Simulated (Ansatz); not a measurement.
# MgTe under compression: one row to predict

It was relaxed at this level from a Materials Project cell.

Theory: DFT PBE, scalar-relativistic, plane waves, PAW in Ansatz 0.2.0. The final run on the 2-atom cell used 420 eV, a Γ-centred 8×8×8 mesh, 0.02 eV smearing and no spin polarisation.

```
CELL_PARAMETERS angstrom
0.00000 3.25466 3.25466
3.25466 0.00000 3.25466
3.25466 3.25466 0.00000
ATOMIC_POSITIONS crystal
Mg 0.00000 0.00000 0.00000
Te 0.75000 0.75000 0.75000
```

The cell was set to several volumes, with shape and atoms relaxed at each where symmetry leaves them free. Pressure is positive in compression, and energies count from the lowest row.

```csv
row,V (Å³/atom),P (GPa),ΔE (meV/atom),gap on mesh (eV)
1,30.339,5.65,65.3,2.68
2,31.373,3.89,34.6,2.74
3,32.407,?,?,?
4,33.442,1.09,3.4,2.46
5,34.476,-0.01,0.0,2.33
6,35.510,-0.95,3.2,2.20
7,36.544,-1.76,12.0,2.08
8,37.923,-2.65,31.1,1.93
```

Problem. Find B = −V·ΔP/ΔV from rows 4 and 6 and from rows 1 and 2, and from the two its slope B′ and its value B0 at zero pressure.

Solution. Rows 4 and 6 give −(33.442 + 35.510)/2 × (-0.95 − (1.09))/(35.510 − 33.442) = 34.0 GPa at a mean pressure of 0.07 GPa. Rows 1 and 2 give −(30.339 + 31.373)/2 × (3.89 − (5.65))/(31.373 − 30.339) = 52.5 GPa at a mean pressure of 4.77 GPa. So B′ = (52.5 − 34.0)/(4.77 − (0.07)) = 3.94 and B0 = 34.0 − 3.94 × (0.07) = 33.7 GPa. A third-order Birch–Murnaghan fit to all the energies gives B0 = 33.9 GPa and B′ = 4.2.

Problem. Estimate the pressure and energy of row 3.

Solution. From row 5, V0 = 34.476 × (1 + (-0.01)/33.7) = 34.466 Å³/atom. Murnaghan's form P = (B0/B′)·[(V0/V)^B′ − 1] gives (33.7/3.94) × [(34.466/32.407)^3.94 − 1] = 2.35 GPa; the computed pressure is 2.38 GPa, so the estimate is off by -0.03 GPa. The work of compression from row 4, with the mean of the two pressures, gives ΔE = 3.4 + (2.35 + 1.09)/2 × (33.442 − 32.407)/160.2 × 1000 = 14.5 meV/atom (1 eV/Å³ = 160.2 GPa); the computed value is 14.5 meV/atom.

Problem. Fit the gap against pressure through the other rows and estimate it at the computed pressure of row 3.

Solution. Over the 7 rows the mean pressure is 0.7514 GPa and the mean gap is 2.346 eV. The sums of products of deviations are S_xx = 55.31 and S_xy = 5.255, so the slope is 5.255/55.31 = 0.09501 (r = 0.96, rms misfit 0.08 eV). At 2.38 GPa the line gives 2.346 + (0.09501) × (2.38 − 0.7514) = 2.50 eV. The computed value is 2.61 eV, so the line is off by -0.11 eV, no more than the largest miss among the fitted rows (0.13 eV). The rows follow a line poorly: the gap bends, or the lowest transition changes along the series.

Spin–orbit coupling, which can matter for Te, is left out. Kohn–Sham gaps at this level usually fall short of measured ones. The missing spin–orbit coupling can work the other way here. All volumes keep the k mesh of the relaxed cell. A structure relaxed within its symmetry needn't be a true minimum.
